The row for Quantum ESPRESSO with the SSSP potential looks wrong. Its cell moment is 3.29 Bohr magnetons, the largest in the table, while the all-electron program FLEUR finds 3.21 for the same crystal. The pressure adds to the puzzle. A larger magnetic moment tends to push a metal apart, yet SSSP gives a lower pressure than both rows with PseudoDojo potentials, whose moments are smaller. Whether such a row is badly off or only slightly off can be judged with a pencil, provided one knows which of the two quantities a pencil can reach.

Collinear-spin DFT with the programs listed for hexagonal cobalt (two atoms per cell, 10.64 Å³ per atom) at fixed geometry: PBE, no spin-orbit coupling, 12×12×7 k mesh, Fermi-Dirac smearing of 0.05 eV. The basis column gives the plane-wave cutoff, for FLEUR Kmax in 1/bohr. Pressure is positive in compression and, for Ansatz, excludes the Pulay correction.

```tsv
program	potentials	basis	pressure (GPa)	cell moment (μB)
FLEUR	all electron	4.54 Kmax	n/a	3.210
Ansatz	Ansatz PAW	420 eV	4.560	3.210
Ansatz	Ansatz PAW accurate	1000 eV	4.640	3.210
GPAW	GPAW PAW data sets (gpaw data 1.2.1)	600 eV	4.810	3.210
Quantum ESPRESSO	SSSP 1.3 efficiency PBE	748 eV	4.950	3.290
Ansatz	PseudoDojo standard	1306 eV	5.120	3.250
Quantum ESPRESSO	PseudoDojo 0.4.1 SR PBE standard	1306 eV	5.250	3.250
```

The crystal is hexagonal cobalt with two atoms in the cell, held at the same size and shape in every run. The cell moment counts spins: a value of 3.2 Bohr magnetons means that the cell holds 3.2 more electrons of one spin direction than of the other. The more numerous direction is called the majority spin, the other the minority spin. The pressure is positive in compression, so this piece of cobalt would expand if it were released.

The moment comes from a competition between two energies. Electrons of equal spin avoid one another, which lowers their repulsion, so the atom gains energy when more of its electrons share one spin direction. In a metal this has a price, because an electron that changes its spin must move into a higher, still empty level of the other spin. In cobalt the price is low, since the 3d levels form narrow bands with many states packed into a small range of energy. The gain wins, and the majority d bands sink below the minority ones.

This shift cannot feed the moment for ever. Once the majority d bands are full, the only empty majority states left belong to the broad band made mainly of s and p orbitals. That band has few states per electronvolt, so even a small fraction of an electron more per atom fills it to a clearly higher energy. The transfer stalls there, and the moment is then set mainly by how many electrons the atom has, and only weakly by how strong the exchange energy is. A metal in this condition is called a strong ferromagnet.

A quantity fixed by counting can be estimated by counting. Let $Z$ be the number of 3d and 4s electrons per atom, $N_\uparrow$ the number with majority spin and $N_\downarrow$ the number with minority spin. Their sum is $Z$ and their difference is the moment per atom $m$ in Bohr magnetons, so $m = 2N_\uparrow - Z$. Full majority d bands hold five electrons per atom, and the broad band adds a small number $x$. With $N_\uparrow = 5 + x$ the rule becomes

$$m = 10 + 2x - Z .$$

The one parameter, $x$, can be taken from the neighbouring element. Nickel has $Z = 10$, so its moment is simply $2x$. It is roughly 0.6 Bohr magnetons per atom, a recalled figure, which makes $x$ equal to 0.3. The value should carry over to cobalt for a physical reason: the electron that cobalt lacks is taken from the minority d bands, where states are plentiful, and the filling of the broad majority band hardly changes.

The GPAW row serves as the full example. Cobalt has nine such electrons, so the moment per atom is

$$m = 10 + 2 \times 0.3 - 9 = 1.6 ,$$

and two atoms give 3.2 Bohr magnetons for the cell. GPAW computes 3.21. The small parameter matters a good deal here, for with $x = 0$ the cell would have a moment of only 2.

The energy levels of the same GPAW run fit this picture. At the centre of the Brillouin zone, the highest filled majority level lies just below the Fermi energy, and the next one is empty and 6.4 eV above it. The minority spin has empty levels at 1.1 eV already, as partly filled d bands would. This is a single point of the zone, so it supports the idea of full majority d bands but leaves the rest of the zone to the argument from theory.

The rule counts bands, and it goes astray if it is read as a count of atomic orbitals. FLEUR finds about 7.0 d electrons inside the sphere around each atom. If five of them were majority and two minority, the moment would be 3 per atom and 6 per cell, nearly twice the computed value. The reading fails for two reasons: the sphere cuts off the outer tails of the d orbitals, so its count is too low, and d orbitals mix with s and p orbitals in the solid. Some d character then sits in empty majority states and some s and p character in filled ones, while the number of electrons that a full band holds stays the same.

The second example is the SSSP row from the opening. The estimate is again 3.2, because the rule knows the element but not the potential. Against the computed 3.29 it is too low by 0.09 Bohr magnetons, or 2.7% of the computed moment. Seen this way, the suspicious row fits an ordinary strong ferromagnet with a slightly enlarged moment. Its energy levels at the centre of the zone show the same pattern as those of GPAW.

How slight the enlargement is becomes clear in electrons. SSSP exceeds FLEUR by 0.08 Bohr magnetons per cell, which is 0.04 per atom. Each electron that changes from minority to majority spin alters the moment by two, so the difference amounts to 0.02 electrons per atom. The low density of majority states explains why different descriptions of the same atom end up so close to one another.

The small excess follows the potential and not the program. PseudoDojo gives 3.25 in both Ansatz and Quantum ESPRESSO, whereas the PAW rows agree with FLEUR to the printed digits. A likely cause is the smoothing of the charge near the nucleus. Exchange and correlation depend on the spin density relative to the total density, and a pseudopotential replaces part of the inner charge by a smoother one, while PAW largely restores the true shape. No pair of rows changes this ingredient alone, so the explanation remains untested here.

Over the whole table the rule is low in every row, by 0.01 Bohr magnetons for FLEUR and the PAW rows and by at most 0.09 for the others. None of these rows helped to set $x$. Yet the agreement with FLEUR is better than the rule deserves: if the nickel moment were off by 0.05, the estimate for the cobalt cell would shift by 0.1. That margin is slightly wider than the whole disagreement between the potentials. The rule can therefore expose a moment that is badly off, but it can't decide which potential is best.

On one side its range ends a little short of copper: at 10.6 electrons per atom, as an alloy of nickel and copper can have, the estimate has fallen to zero, and copper itself, with eleven, has no moment. On the other side it ends where the majority d bands are no longer full. Between these limits, each electron taken away from the atom leaves the minority spin, and the moment grows by one Bohr magneton, as it does from nickel to cobalt. For iron, with eight electrons, the rule would give 2.6 per atom, while the real value is roughly 2.2. In iron some majority d states have risen above the Fermi energy, so the majority spin loses electrons too and the moment falls short.

A comparison with experiment needs one more caution. These runs leave out spin-orbit coupling, and with it the small moment that comes from the orbital motion of the electrons. The measured total for cobalt, roughly 1.7 Bohr magnetons per atom, contains that part. SSSP comes nearest to it only because its spin moment is too large compared with the all-electron result, which is no merit of the potential. A measured moment of nickel holds an orbital part as well, one more reason to treat $x$ as a rough value.

The pressure is a different kind of quantity. It depends on how far the cell is from the volume at which the crystal would rest, and no counting supplies that volume. For a small compression the rule is

$$P \approx B\,\frac{V_0 - V}{V},$$

where $V$ is the actual volume per atom, $V_0$ the resting volume and $B$ the bulk modulus, the stiffness against compression.

For cobalt $B$ is roughly 200 GPa, and $V$ is 10.64 Å³. A rough resting volume of 11 Å³ then gives

$$P \approx 200 \times \frac{11 - 10.64}{10.64} \approx 6.8\ \text{GPa}.$$

The computed pressures average 4.9 GPa, so the estimate has the right sign and order of magnitude. It deserves no more trust than that, since an error of 0.5 Å³ in the resting volume would shift it by 9 GPa. The moment survives rough input because it rests on whole bands; the pressure does not, because it is a small difference multiplied by a large stiffness.

Turned round, the same rule becomes useful. A difference in pressure divided by $B$ tells how much two runs disagree about the resting volume. GPAW and SSSP give 4.81 and 4.95 GPa, and the gap of 0.14 GPa corresponds to 0.07% in volume. Even the full spread of the column, 0.69 GPa, means only about 0.35% in volume, or 0.12% in length. The pressure is an average over directions, and the stress behind it is larger in the basal plane than along the hexagonal axis, so this reading concerns the volume and not the shape of the cell.

Not every such difference calls for physics. With PseudoDojo potentials, Ansatz and Quantum ESPRESSO differ by 0.13 GPa, although they agree on the moment. For Ansatz PAW at 420 eV, the correction for the finite plane-wave basis, which is left out of the pressures in the table, would add 0.18 GPa and lift this row above its 1000 eV neighbour. A gap of this size, such as the one between GPAW and SSSP, can come from the program or the cutoff alone.

This also takes the mystery out of the opening row. A larger moment does favour a larger volume, because the electrons that change spin occupy higher levels, and these come down in energy when the atoms move apart. But each potential also carries its own small error in the resting volume, from the way it represents the inner electrons and the bonding. The table has no all-electron pressure, so it can't show how large each of these errors is. A few tenths of a percent in volume are enough to reorder the pressures, so the row with the largest moment need not have the largest pressure.
